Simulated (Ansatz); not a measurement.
**TiC: zone-centre modes under pressure**

TiC, Fm-3m, a = 4.333 Å. Ansatz: PBE, PAW, 420 eV, Γ-centred 16×16×16 mesh on 2 atoms, Fermi-Dirac smearing 0.15 eV; no spin polarisation. Cell and atoms are relaxed at each pressure with the symmetry kept; optical modes at Γ by linear response, in cm⁻¹, the highest.

| P (GPa) | V (Å³/atom) | ω1 |
| --- | --- | --- |
| 0 | 10.171 | 513.6 |
| 5 | 9.978 | 532.8 |
| 11 | 9.767 | 554.0 |
| 22 | 9.431 | ? |

**Question.** Get the mode's Grüneisen parameter γ = −d ln ω/d ln V from the other rows and predict the missing frequency.

**Answer.** ln(V/V0) = 0.0000, -0.0192, -0.0405, -0.0755; a line through ln(ω/ω0) of the 3 known rows gives ω1: γ = 1.869 (intercept 0.0003), predicted 591.6, computed 588.8. The miss is 0.5 %, or 4 % of the shift under pressure, so a constant γ serves at that level. In a metal these frequencies hang on the mesh and smearing.

The mesh isn't the same in all rows (16×16×16, 18×18×18).

Cost: 4 runs of about 1.7 core-minutes in all, on Intel Xeon Platinum 8259CL (Skylake/Cascade Lake) (shared hosts).